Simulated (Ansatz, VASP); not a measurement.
This is a calculation of Ge for VASP 6.6.1.

File INCAR:

```
SYSTEM = Ge
PREC     = Accurate       ! precision mode
ENCUT    = 520            ! plane-wave cutoff, eV
EDIFF    = 1E-7           ! SCF threshold, eV
ISMEAR   = 0              ! smearing method
SIGMA    = 0.027000000000000003 ! smearing width, eV
LREAL    = .False.        ! projectors in reciprocal space
LASPH    = .True.         ! aspherical terms in the spheres
NELM     = 100            ! most SCF steps
ALGO     = Normal         ! electronic algorithm
ISIF     = 2              ! what is computed and relaxed
LWAVE    = .False.        ! write WAVECAR
LCHARG   = .True.         ! write CHGCAR
GGA      = PE             ! functional
LELF     = .True.         ! ELF
LVHAR    = .True.       
NBANDS   = 21             ! bands
```

KPOINTS

```
Automatic mesh
0
Gamma
  8 8 8
  0 0 0
```

File POSCAR:

```
Ge
1.0
    0.0000000000      2.8289100000      2.8289100000
    2.8289100000      0.0000000000      2.8289100000
    2.8289100000      2.8289100000      0.0000000000
Ge
2
Direct
    0.7500000000      0.7500000000      0.7500000000
    0.5000000000      0.5000000000      0.5000000000
```

Potentials or basis: VASP PAW PBE potentials, release 64 (Ge_d).

Command:

```console
$ cat potpaw_PBE.64/Ge_d/POTCAR > POTCAR
$ mpirun -np 1 vasp_std > vasp.out
```

**Question.** Translate it to Ansatz 0.2.0. Potentials there: all-electron LAPW, scalar-relativistic.

**Answer.** As run (the cutoff follows the program's own potentials):

The input input.yaml:

```yaml
crystal:
  lattice:
    - [0.0, 2.82891, 2.82891]
    - [2.82891, 0.0, 2.82891]
    - [2.82891, 2.82891, 0.0]
  atoms:
    - { symbol: Ge, position: [0.75, 0.75, 0.75] }
    - { symbol: Ge, position: [0.5, 0.5, 0.5] }
kpoints:
  mp_grid: { grid: [8, 8, 8] }
scf:
  occupations: { method: gaussian, width: 0.027 }
hamiltonian:
  xc: pbe
  pseudopotentials: { kind: all_electron, lapw: { basis_error: 0.001 } }
output:
  forces: true
  stress: true
  eigenvalues: true
```

Potentials or basis: all-electron LAPW, scalar-relativistic.

The run is started by

```sh
$ ansatz run input.yaml --threads 1 --pin off --max-ram 3072MiB --backend cpu --events-out ev --progress --plain --runs-dir out
```

Both were run:

|  | VASP | Ansatz | Ansatz less VASP |
| --- | --- | --- | --- |
| gap on the k mesh at the Fermi level (eV) | 0.03 | 0.04 | +0.001 |
| least direct gap on the mesh (eV) | 0.03 | 0.04 | +0.001 |
| pressure (GPa) | 3.5 | 3.6 | +0.06 |

Ansatz ran all-electron here, so the differences hold the error of VASP's frozen core and of both bases.
